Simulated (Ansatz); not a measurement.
# InSb: the cost of one run

Method: DFT PBE, scalar-relativistic, plane waves, PAW, in Ansatz 0.2.0.

1 further run of the same task is left out (set aside as unsound or not needed).

## 1. The system as given

The structure is cubic, space group F-43m (No. 216). Conventional cell: a = 6.637 Å, b = 6.637 Å, c = 6.637 Å, α = 90.00°, β = 90.00°, γ = 90.00°. In (site symmetry -43m) is surrounded by 4 Sb at 2.87 Å. Sb (site symmetry -43m) is surrounded by 4 In at 2.87 Å.

As a file:

```cif
data_structure
_symmetry_space_group_name_H-M 'P 1'
_symmetry_Int_Tables_number 1
_cell_length_a 4.6932
_cell_length_b 4.6932
_cell_length_c 4.6932
_cell_angle_alpha 60.000
_cell_angle_beta 60.000
_cell_angle_gamma 60.000
_cell_volume 73.09
loop_
_atom_site_label
_atom_site_type_symbol
_atom_site_fract_x
_atom_site_fract_y
_atom_site_fract_z
_atom_site_occupancy
In1 In 0.00000 0.00000 0.00000 1
Sb1 Sb 0.75000 0.75000 0.75000 1
```

This cell was relaxed beforehand with the same method: volume 36.55 Å³/atom, gap on the mesh none (metal).

## 2. Relaxing at 50 GPa

What is minimised here is the enthalpy; the energy can go up as the cell is squeezed.

File input.yaml:

```yaml
crystal:
  lattice:
    - [0.0, 3.3185740836, 3.3185740836]
    - [3.3185740836, 0.0, 3.3185740836]
    - [3.3185740836, 3.3185740836, 0.0]
  atoms:
    - { symbol: In, position: [0.0, 0.0, 0.0] }
    - { symbol: Sb, position: [0.75, 0.75, 0.75] }
basis:
  ecutwfc: 420
kpoints:
  mp_grid: { grid: [12, 12, 12] }
hamiltonian:
  xc: pbe
scf:
  occupations: { method: fermi_dirac, width: 0.15 }
output:
  forces: true
  stress: true
  eigenvalues: true
relax:
  adjacent_minimum: "off"
  f_tol: 0.001
  max_steps: 60
  cell: { stress_tol: 0.02, p_target: 50.0 }
```

Command:

```sh
> ansatz run input.yaml --threads 1 --pin off --max-ram 3072MiB --backend cpu --events-out ev --progress --plain --runs-dir out
```

What time and memory should one allow on 1 thread of Arm Neoverse V2, shared host?

About 81 s, with a peak of 0.43 GiB.
